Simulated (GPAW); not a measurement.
# AgBr (Fm-3m) in GPAW: single point with LDA

Aim: the single point of AgBr with LDA.

All numbers are computed with GPAW 26.7.0; they aren't measurements. Logs are shortened: lines on timing, memory, paths and dates and some standing lists are left out, and cuts for length are marked. The log counts tension as positive stress, the text compression.

### Step 1. The crystal as given

Symmetry: Fm-3m, No. 225, cubic system. The conventional cell has a = 5.740 Å, b = 5.740 Å, c = 5.740 Å, α = 90.00°, β = 90.00°, γ = 90.00°. Ag (site symmetry m-3m) is surrounded by 6 Br at 2.87 Å. Br (site symmetry m-3m) is surrounded by 6 Ag at 2.87 Å.

### Step 2. Single point, LDA

The input, run.py:

```python
from ase import Atoms
from ase.dft.bandgap import bandgap
from ase.io import write
from ase.units import GPa
from gpaw import GPAW, PW

atoms = Atoms(['Ag', 'Br'],
              cell=[[0.0, 2.87015, 2.87015],
                    [2.87015, 0.0, 2.87015],
                    [2.87015, 2.87015, 0.0]],
              scaled_positions=[[0.0, 0.0, 0.0],
                                [0.5, 0.5, 0.5]],
              pbc=True)

calc = GPAW(mode=PW(450),
            xc='LDA',
            kpts={'size': (7, 7, 7), 'gamma': True},
            occupations={'name': 'fermi-dirac', 'width': 0.05},
            nbands=23,
            maxiter=120,
            txt='gpaw.txt')
atoms.calc = calc
energy = atoms.get_potential_energy()
forces = atoms.get_forces()
stress = atoms.get_stress()
calc.write('gs.gpw')
write('result.traj', atoms)
print(f'Energy: {energy:.6f} eV')
print('Forces (eV/A):')
print(forces.round(4))
print('Stress (GPa):', (stress / GPa).round(3))
print('Fermi level:', round(calc.get_fermi_level(), 4), 'eV')
print(f'Gap: {bandgap(calc)[0]:.4f} eV, direct: {bandgap(calc, direct=True)[0]:.4f} eV')
```

Potentials or basis: the program's PAW data sets (release 1.2.1) made for this functional, pw.

The run is started by

```console
OMP_NUM_THREADS=1 python run.py
```

gpaw.txt:

```text
__  _  _
 | _ |_)|_||  |
 |__||  | ||/\| - 26.7.0

Input parameters:
  mode=PW(ecut=450.00000000000006),
  kpts=MonkhorstPack(size=(7, 7, 7), gamma=True),
  maxiter=120,
  nbands=23,
  occupations=Occupations(name='fermi-dirac', width=0.05),
  xc=XC(name='LDA')

Diagonalizing LCAO Hamiltonian
Converting LCAO to pw mode

                Br

       Ag

Atoms  # Å, Bohr magnetons
|   | symbol |        x |        y |        z |    initial magnetic moments |
|---|--------|----------|----------|----------|-----------------------------|
| 0 |     Ag | 0.000000 | 0.000000 | 0.000000 | ( 0.0000,  0.0000,  0.0000) |
| 1 |     Br | 2.870150 | 2.870150 | 2.870150 | ( 0.0000,  0.0000,  0.0000) |

Unit cell  # Å
| periodic |        x |        y |        z |  lengths |    angles |
|----------|----------|----------|----------|----------|-----------|
|      yes | 0.000000 | 2.870150 | 2.870150 | 4.059005 | 60.000000 |
|      yes | 2.870150 | 0.000000 | 2.870150 | 4.059005 | 60.000000 |
|      yes | 2.870150 | 2.870150 | 0.000000 | 4.059005 | 60.000000 |

Number of symmetries: 48
Symmetry operations  # r_c * U_cc + t_c -> r_c
|    | kind |            matrix            |
|----|------|------------------------------|
|  0 |  σ   |  1, 0, 0,  1, 0,-1,  1,-1, 0 |
|  1 |  C2  |  1, 0, 0,  1,-1, 0,  1, 0,-1 |
|  2 |  E   |  1, 0, 0,  0, 1, 0,  0, 0, 1 |
|  3 |  σ   |  1, 0, 0,  0, 0, 1,  0, 1, 0 |
|  4 |  C4  |  1, 0,-1,  1, 0, 0,  1,-1, 0 |
|  5 |  S6  |  1, 0,-1,  1,-1, 0,  1, 0, 0 |
|  6 |  σ   |  1, 0,-1,  0, 1,-1,  0, 0,-1 |
|  7 |  C3  |  1, 0,-1,  0, 0,-1,  0, 1,-1 |
|  8 |  S6  |  1,-1, 0,  1, 0, 0,  1, 0,-1 |
|  9 |  C4  |  1,-1, 0,  1, 0,-1,  1, 0, 0 |
| 10 |  C3  |  1,-1, 0,  0,-1, 1,  0,-1, 0 |
| 11 |  σ   |  1,-1, 0,  0,-1, 0,  0,-1, 1 |
| 12 |  σ   |  0, 1, 0,  1, 0, 0,  0, 0, 1 |
| 13 |  C4  |  0, 1, 0,  0, 1,-1, -1, 1, 0 |
| 14 |  C3  |  0, 1, 0,  0, 0, 1,  1, 0, 0 |
| 15 |  S6  |  0, 1, 0, -1, 1, 0,  0, 1,-1 |
| 16 |  C2  |  0, 1,-1,  1, 0,-1,  0, 0,-1 |
| 17 |  σ   |  0, 1,-1,  0, 1, 0, -1, 1, 0 |
| 18 |  S4  |  0, 1,-1,  0, 0,-1,  1, 0,-1 |
| 19 |  C4  |  0, 1,-1, -1, 1, 0,  0, 1, 0 |
| 20 |  C3  |  0, 0, 1,  1, 0, 0,  0, 1, 0 |
| 21 |  σ   |  0, 0, 1,  0, 1, 0,  1, 0, 0 |
| 22 |  S6  |  0, 0, 1,  0,-1, 1, -1, 0, 1 |
| 23 |  C4  |  0, 0, 1, -1, 0, 1,  0,-1, 1 |
| 24 |  S4  |  0, 0,-1,  1, 0,-1,  0, 1,-1 |
| 25 |  C3  |  0, 0,-1,  0, 1,-1,  1, 0,-1 |
| 26 |  C2  |  0, 0,-1,  0,-1, 0, -1, 0, 0 |
| 27 |  S6  |  0, 0,-1, -1, 0, 0,  0,-1, 0 |
| 28 |  S4  |  0,-1, 1,  1,-1, 0,  0,-1, 0 |
| 29 |  C4  |  0,-1, 1,  0, 0, 1, -1, 0, 1 |
| 30 |  C2  |  0,-1, 1,  0,-1, 0,  1,-1, 0 |
| 31 |  σ   |  0,-1, 1, -1, 0, 1,  0, 0, 1 |
| 32 |  C3  |  0,-1, 0,  1,-1, 0,  0,-1, 1 |
| 33 |  S6  |  0,-1, 0,  0, 0,-1, -1, 0, 0 |
| 34 |  S4  |  0,-1, 0,  0,-1, 1,  1,-1, 0 |
| 35 |  C2  |  0,-1, 0, -1, 0, 0,  0, 0,-1 |
| 36 |  C2  | -1, 1, 0,  0, 1, 0,  0, 1,-1 |
| 37 |  S6  | -1, 1, 0,  0, 1,-1,  0, 1, 0 |
| 38 |  S4  | -1, 1, 0, -1, 0, 1, -1, 0, 0 |
| 39 |  C3  | -1, 1, 0, -1, 0, 0, -1, 0, 1 |
| 40 |  S6  | -1, 0, 1,  0, 0, 1,  0,-1, 1 |
| 41 |  C2  | -1, 0, 1,  0,-1, 1,  0, 0, 1 |
| 42 |  C3  | -1, 0, 1, -1, 1, 0, -1, 0, 0 |
| 43 |  S4  | -1, 0, 1, -1, 0, 0, -1, 1, 0 |
| 44 |  C2  | -1, 0, 0,  0, 0,-1,  0,-1, 0 |
| 45 |  i   | -1, 0, 0,  0,-1, 0,  0, 0,-1 |
| 46 |  σ   | -1, 0, 0, -1, 1, 0, -1, 0, 1 |
| 47 |  C2  | -1, 0, 0, -1, 0, 1, -1, 1, 0 |

BZ-sampling:
  Number of BZ points: 343
  Number of IBZ points: 20

  Monkhorst-Pack size: [7, 7, 7]
  Monkhorst-Pack shift: [0, 0, 0]

K-points  # in reciprocal-cell coordinates
|     |                                coordinates |     weight |
|-----|--------------------------------------------|------------|
|   0 | (  0.00000000,   0.00000000,   0.00000000) | 0.00291545 |
|   1 | (  0.14285714,   0.14285714,   0.00000000) | 0.01749271 |
|   2 | (  0.14285714,   0.14285714,   0.14285714) | 0.02332362 |
|   3 | (  0.28571429,   0.14285714,   0.14285714) | 0.03498542 |
|   4 | (  0.28571429,   0.28571429,   0.00000000) | 0.01749271 |
|   5 | (  0.28571429,   0.28571429,   0.14285714) | 0.06997085 |
|   6 | (  0.28571429,   0.28571429,   0.28571429) | 0.02332362 |
|   7 | (  0.42857143,  -0.28571429,  -0.28571429) | 0.03498542 |
|   8 | (  0.42857143,   0.28571429,  -0.42857143) | 0.13994169 |
|   9 | (  0.42857143,   0.28571429,  -0.28571429) | 0.06997085 |
| ... |                                            |            |
|  19 | (  0.42857143,   0.42857143,   0.42857143) | 0.02332362 |

Plane wave coefficients: 1032
Cutoff: 450.00000000000006 eV

Spin-components: 1 (collinear spins)
Bands:           23
Projectors:      11
Spin-degeneracy: 2
Datatype:        complex128

Parallelization:
  kpt:    1
  domain: 1
  band:   1

Density:
  Valence electrons: 24.0
  Components: 1
  Grid points: [20 20 20]
  Charge: 0.0  # |e|

Potential:
  Grid points: [20 20 20]

species:
  Ag:
    name:    Silver
    Z:       47.0
    valence: 17
    core:    30
    charge:  0.0  # [|e|]
    compensation charges:
      type: gauss
      rc: 0.40  # [Å]
      lmax: 2
    cutoffs:
      filter: 2.35  # [Å]
      core: 2.19  # [Å]
    projectors
    | kind |    occ | energy [eV] | rcut [Å] |
    |------|--------|-------------|----------|
    |   5s |  1.000 |      -4.708 |    1.286 |
    |   4p |  6.000 |     -58.678 |    1.328 |
    |   5p |  0.000 |      -0.844 |    1.328 |
    |   4d | 10.000 |      -7.664 |    1.180 |
    |    s |        |      22.503 |    1.286 |
    |    d |        |      19.547 |    1.180 |

    Using partial waves for Ag as LCAO basis

  Br:
    name:    Bromine
    Z:       35.0
    valence: 7
    core:    28
    charge:  0.0  # [|e|]
    compensation charges:
      type: gauss
      rc: 0.35  # [Å]
      lmax: 2
    cutoffs:
      filter: 1.98  # [Å]
      core: 2.38  # [Å]
    projectors
    | kind |    occ | energy [eV] | rcut [Å] |
    |------|--------|-------------|----------|
    |   4s |  2.000 |     -20.306 |    1.111 |
    |   4p |  5.000 |      -8.003 |    1.111 |
    |    s |        |       6.906 |    1.111 |
    |    p |        |      19.208 |    1.111 |
    |    d |        |       0.000 |    1.111 |

    Using partial waves for Br as LCAO basis

Reference energy: -215277.076642  # eV

eigensolver:
  PPCG
  Converge bands: occupied
  niter=2

density mixing:
  MSR1-Mixer
  Pratt-step length: 0.05
  Maximum mixing coefficient: 0.75
  Old densities: 10
  SVD Regularization: 0.005
  Good broyden scale: 1.0
  Trust region scale: 1.0
  Backstep threshold: 4.0
  History deletion threshold: 6.0
  Fourier metric: weight=20.0, sigma=0.015

occupation numbers:
  Fermi-Dirac:
    width: 0.0500  # eV

poisson solver:
  ecut: 3600.0000000000005  # eV

xc functional:
  name: None

convergence criteria:
- Maximum [total energy] change in last 3 cyles: 0.0005 eV / valence electron
- Maximum integral of absolute [dens]ity change: 0.0001 electrons / valence electron
- Maximum integral of absolute [eigenst]ate change: 4e-08 eV^2 / valence electron
maximum number of iterations: 120

SCF iterations
|iter     | |      energy | eigst |  dens |
|---------|-|-------------|-------|-------|
|iter:   1| |   -6.557749 | -0.81 |       |
|iter:   2| |   -6.534271 | -3.18 | -1.64 |
|iter:   3| |   -6.459963 | -2.76 | -1.69 |
|iter:   4| |   -6.457491 | -4.31 | -2.08 |
|iter:   5| |   -6.456939c| -4.84 | -2.46 |
|iter:   6| |   -6.456945c| -6.53 | -3.35 |
|iter:   7| |   -6.456946c| -7.64c| -3.85 |
|iter:   8| |   -6.456946c| -8.32c| -5.28c|

Converged in 8 steps
Energy contributions relative to reference atoms: (reference = -215277.076642)

Energy contributions:
  Kinetic:           5.706631
  Coulomb:          -5.821751
  Zero:              0.001932
  External:          0.000000
  Xc:               -6.343643
  Entropy:          -0.000231
  Spinorbit:         0.000000
  ----------------------------
  Free energy:      -6.457061
  Extrapolated:     -6.456946

dipole moment: (-17.674387, -17.674387, -17.674387)  # |e|*Ang

Fermi level: 4.084
Eigenvalues  # (at kpt = [0.000, 0.000, 0.000])
| band index |      eig [eV] | occ [0-2] |
|------------|---------------|-----------|
|          0 |       -49.736 |     2.000 |
|        ... |               |           |
|          4 |         0.991 |     2.000 |
|          5 |         0.991 |     2.000 |
|          6 |         0.992 |     2.000 |
|          7 |         0.992 |     2.000 |
|          8 |         0.992 |     2.000 |
|          9 |         1.892 |     2.000 |
|         10 |         1.892 |     2.000 |
|         11 |         1.892 |     2.000 |
|         12 |         4.213 |     0.142 |
|         13 |        13.700 |     0.000 |
|         14 |        13.700 |     0.000 |
|         15 |        13.700 |     0.000 |
|         16 |        14.782 |     0.000 |
|         17 |        15.416 |     0.000 |
|         18 |        15.416 |     0.000 |
|         19 |        15.416 |     0.000 |
|        ... |               |           |
|         22 |        21.056 |     0.000 |

Gap: 0.440 eV
Transition (v -> c):
  (s=0, k=19, n=11, [0.43, 0.43, 0.43]) -> (s=0, k=0, n=12, [0.00, 0.00, 0.00])
Direct/indirect transitions are different
Direct gap: 2.321 eV
Transition at: (s=0, k=0, n=11, [0.00, 0.00, 0.00])

Forces  # eV/Ang
|        x |        y |       z |
|----------|----------|---------|
| -0.00000 |  0.00000 | 0.00000 |  # Ag   0
|  0.00000 | -0.00000 | 0.00000 |  # Br   1

Stress tensor  # eV/Ang^3
|        x |         y |         z |
|----------|-----------|-----------|
| 0.027222 |  0.000000 |  0.000000 |
| 0.000000 |  0.027222 | -0.000000 |
| 0.000000 | -0.000000 |  0.027222 |

# Writing to gs.gpw (mode='')
```

Run time: 6.8 s. Hardware: 1 thread of Arm Neoverse V2, shared host; peak memory 0.14 GiB.

Results:

- Free energy: -6.4571 eV
- Pressure: -4.4 GPa
- Band gap on the k mesh: 0.44 eV, indirect (least direct gap 2.32 eV)

Caveat: the cutoff is short for stress and forces, so pressures can be off by a GPa or more; an odd mesh through Γ misses points on the zone boundary, where band edges often lie.
